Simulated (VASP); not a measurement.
Runs of VASP 6.6.1 on AlAs. It takes space group F-43m (No. 216, cubic). Conventional cell: a = 5.682 Å, b = 5.682 Å, c = 5.682 Å, α = 90.00°, β = 90.00°, γ = 90.00°. Around Al (site symmetry -43m) lie 4 As at 2.46 Å. Around As (site symmetry -43m) lie 4 Al at 2.46 Å. 

| task | level | potentials or basis | spin | cell | k mesh | cutoff (eV) | gap on the mesh (eV) | pressure (GPa) |
| --- | --- | --- | --- | --- | --- | --- | --- | --- |
| band structure | LDA | VASP PAW LDA potentials, release 64 (Al, As) | off | F-43m, 22.93 Å³/atom | 8 × 8 × 8 | 520 | 1.36 | -1.7 |
| relaxation of cell and atoms | PBEsol | VASP PAW PBE potentials, release 64 (Al, As) | off | relaxed | 8 × 8 × 8 | 600 | 1.34 | 0.0 |
| band structure | TB-mBJ | VASP PAW PBE potentials, release 64 (Al, As) | off | F-43m, 22.93 Å³/atom | 8 × 8 × 8 | 520 | (a) | - |
| band structure | r2SCAN | VASP PAW PBE potentials, release 64 (Al, As) | off | F-43m, 22.93 Å³/atom | 8 × 8 × 8 | 520 | (b) | -0.2 |

Alike in all rows: smearing gaussian 0.03 eV.

Question: Fill in the values left out.

Answer: (a) 2.18; (b) 1.81.

Caveats: the PAW data sets were made with another functional, which shifts forces and pressure a little (some runs).

A k mesh can miss the band edges, and the runs leave out spin-orbit coupling on As.

Runs at the PBE level aren't shown here.
